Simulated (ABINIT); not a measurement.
A run of ABINIT 10.8.3 (patched build) is set up as follows.

run.abi

```
pp_dirpath "./"
pseudos "Pb.GGA_PBE-JTH.xml"

acell 3.5002068511 3.5002068511 3.5002068511 Angstrom
rprim
     0.0000000000     0.7071067812     0.7071067812
     0.7071067812     0.0000000000     0.7071067812
     0.7071067812     0.7071067812     0.0000000000
ntypat 1
znucl 82
natom 1
typat 1
xred
     0.0000000000     0.0000000000     0.0000000000

ecut 22.0
pawecutdg 44.0

kptopt 1
ngkpt 9 9 9
nshiftk 1
shiftk 0.0 0.0 0.0

ixc 11

nband 11
occopt 3
tsmear 0.05 eV

nstep 100
tolvrs 1.0e-9

iomode 3
prtwf 0
prtden 0
prteig 0
prtebands 0
enunit 2
```

Potentials or basis: JTH PAW PBE v2.0.

Launch:

```sh
$ abinit run.abi > log 2>&1
```

**Question.** What does it give for the band gap on the k mesh?

**Answer.** None (metal or under the smearing width).

**Question.** Estimate the pressure.

**Answer.** 2.3 GPa.

Spin-orbit coupling is left out, which matters for the levels of Pb.
